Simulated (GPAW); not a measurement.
**BN: single point with PBE**

**The experiment to reproduce.**

A printed reference work, monograph reports, for a bulk crystal of BN at 300 K: band gap 6.4 eV (indirect).

BN:

```
N B
1.0
     0.00000    1.81300    1.81300
     1.81300    0.00000    1.81300
     1.81300    1.81300    0.00000
N B
1 1
Direct
  0.25000 0.25000 0.25000
  0.00000 0.00000 0.00000
```

The cell is a database's computed one.

| Property | Result |
| --- | --- |
| Program | GPAW 26.7.0 |
| Task | single point |
| Functional | PBE |
| Potentials or basis | GPAW PAW data sets (gpaw-data 1.2.1) |
| Cutoff | 600 eV |
| Basis | pw |
| k mesh | 10 × 10 × 10 |
| Occupations | fermi-dirac, width 0.05 eV |
| Spin | no spin polarisation |

The pressure is -12.6 GPa. The band gap on the k mesh is 4.44 eV, indirect (least direct gap 8.78 eV).

Levels at points of the mesh, in eV from the valence-band top:
```csv
k point,band 1,band 2,band 3,band 4,band 5,band 6,band 7
"(0.00, 0.00, 0.00)",-20.15,0.00,0.00,0.00,8.78,8.78,8.78
"(0.50, 0.50, 0.00)",-14.63,-8.86,-4.86,-4.86,4.44,9.18,17.82
"(0.50, 0.50, 0.50)",-15.98,-10.61,-1.91,-1.91,10.02,10.67,10.67
```

Run time: 5.9 s on 1 thread of Arm Neoverse V1 (shared host), peak memory 0.12 GiB.

Measured gap of BN: 6.4 eV (indirect; 300 K; a printed reference work, monograph). This calculation gives 4.44 eV (-1.96 eV). The value is that of PBE on a finite k mesh, which can miss the band edges, without temperature or zero-point motion. Semilocal functionals fall short of measured gaps as a rule. The cell is a database's relaxed one, not the measured one, which moves gaps too.

Caveat: the cutoff is short for stress and forces, so pressures can be off by a GPa or more.
